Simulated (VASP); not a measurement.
Here is a VASP 6.6.1 calculation.

File POSCAR:

```
CaO
1.0
    2.9032089648      0.0000000000      0.0000000000
    0.0000000000      2.9032089648      0.0000000000
    0.0000000000      0.0000000000      2.9032089648
Ca O
1 1
Direct
    0.0000000000      0.0000000000      0.0000000000
    0.5000000000      0.5000000000      0.5000000000
```

File INCAR.step1:

```
SYSTEM = CaO
  ALGO = Normal
  EDIFF = 1E-5
  ENCUT = 520
  GGA = PE
  ISIF = 2
  ISMEAR = 0
  LASPH = .TRUE.
  LCHARG = .FALSE.
  LREAL = .FALSE.
  LWAVE = .TRUE.
  NBANDS = 15
  NELM = 100
  PREC = Accurate
  SIGMA = 0.01
```

The input INCAR.step2:

```
SYSTEM = CaO
  ALGO = Normal
  EDIFF = 1E-6
  ENCUT = 520
  GGA = PE
  HFSCREEN = 0.2079
  ISIF = 2
  ISMEAR = 0
  ISTART = 1
  LASPH = .TRUE.
  LCHARG = .FALSE.
  LHFCALC = .TRUE.
  LREAL = .FALSE.
  LWAVE = .FALSE.
  NBANDS = 15
  NELM = 100
  PREC = Accurate
  PRECFOCK = Normal
  SIGMA = 0.01
```

KPOINTS

```
k-points
0
G
  4 4 4
  0 0 0
```

Potentials or basis: VASP PAW PBE potentials, release 64 (Ca_sv, O).

Run with:

```sh
$ cat potpaw_PBE.64/Ca_sv/POTCAR potpaw_PBE.64/O/POTCAR > POTCAR
$ cp INCAR.step1 INCAR
$ mpirun -np 1 vasp_std > vasp.out
$ cp INCAR.step2 INCAR
$ mpirun -np 1 vasp_std > vasp.out
```

(1) Estimate the pressure.

(2) Estimate the band gap on the k mesh.

Answers

(1) 1.3 GPa.

(2) 4.47 eV, indirect (least direct gap 4.81 eV).

Caveat: the k mesh is coarse (spacing up to 0.54 Å⁻¹), so the values aren't converged, least of all with exact exchange; the PAW data sets were made with another functional, which shifts forces and pressure a little.
